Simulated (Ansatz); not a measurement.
## AgI: from stress constants e to strain constants d (computed with Ansatz 0.2.0)

Space group F-43m (No. 216), 2 atoms in the cell of the first input below: a = 4.561 Å, b = 4.561 Å, c = 4.561 Å, α = 60.00°, β = 60.00°, γ = 60.00°.

The structure is a measured one, not always of the ambient phase, relaxed without spin–orbit coupling to zero pressure (pressure 0.0 GPa with this functional, without spin–orbit coupling). Functional: PBEsol.

Input:

```yaml
crystal:
  lattice:
    - [0.0, 3.2248568826, 3.2248568826]
    - [3.2248568826, 0.0, 3.2248568826]
    - [3.2248568826, 3.2248568826, 0.0]
  atoms:
    - { symbol: Ag, position: [0.0, 0.0, 0.0] }
    - { symbol: I, position: [0.75, 0.75, 0.75] }
basis:
  ecutwfc: 420
  ecutrho_ratio: 4
kpoints:
  mp_grid: { grid: [10, 10, 10] }
hamiltonian:
  xc: pbesol
scf:
  occupations: { method: fixed }
output:
  forces: true
  stress: true
  eigenvalues: true
  polarization: {}
elastic:
  mode: relaxed_ion
  stencil: two_point
```

```bash
ansatz run input.yaml --threads 4 --pin off --max-ram 9216MiB --backend cpu --events-out ev --progress --plain --runs-dir out
```

Time: 99 s on 4 threads of Arm Neoverse V1 (shared host), peak memory 0.83 GiB.

Elastic constants with relaxed ions (GPa, engineering shears):

|  | xx | yy | zz | yz | xz | xy |
| --- | --- | --- | --- | --- | --- | --- |
| xx | 38.9 | 32.0 | 32.0 | 0.0 | 0.0 | 0.0 |
| yy | 32.0 | 38.9 | 32.0 | 0.0 | 0.0 | 0.0 |
| zz | 32.0 | 32.0 | 38.9 | 0.0 | 0.0 | 0.0 |
| yz | 0.0 | 0.0 | 0.0 | 9.8 | 0.0 | 0.0 |
| xz | 0.0 | 0.0 | 0.0 | 0.0 | 9.8 | 0.0 |
| xy | 0.0 | 0.0 | 0.0 | 0.0 | 0.0 | 9.8 |

Proper piezoelectric stress tensor e (C/m²):

```
      xx     yy     zz      yz      xz      xy
x  0.000  0.000  0.000  -0.169   0.000   0.000
y  0.000  0.000  0.000   0.000  -0.169   0.000
z  0.000  0.000  0.000   0.000   0.000  -0.169
```

Signs follow the polarity of the cell as typed: the inverted crystal has all signs reversed.

Which piezoelectric strain constant d is largest in size (symmetry may tie others with it)?

d = e C⁻¹ gives d(x; yz) = -17.2 pC/N, tied by symmetry with others.

```
    xx   yy   zz     yz     xz     xy
x  0.0  0.0  0.0  -17.2    0.0    0.0
y  0.0  0.0  0.0    0.0  -17.2    0.0
z  0.0  0.0  0.0    0.0    0.0  -17.2
```

Caveats: no spin-orbit coupling, which matters for these elements.

The large strain response owes more to mechanical softness than to strong electromechanical coupling: a modest e of -0.169 C/m² becomes -17.2 pC/N because the shear constant it is divided by is only 9.8 GPa. Resistance to shear is weak in AgI because the bonding is highly ionic for a tetrahedral lattice, and filled Ag 4d states mix with I 5p, populating antibonding levels and weakening the directional bonds. The near-equality of 38.9 and 32.0 GPa reveals an even softer tetragonal shear, but by symmetry this mode produces no polarization and does not enter d.

In the cell as typed, the Ag-to-I bond along the body diagonal points in the negative direction. Referred to the usual cation-to-anion axis, the coefficient is therefore positive, as in typical II–VI zincblende compounds and opposite to GaAs. This suggests that the relative displacement of the charged sublattices outweighs the opposing clamped-ion electronic term. The elastic constants support stability against small homogeneous strains, but not against phonons at finite wavevector.
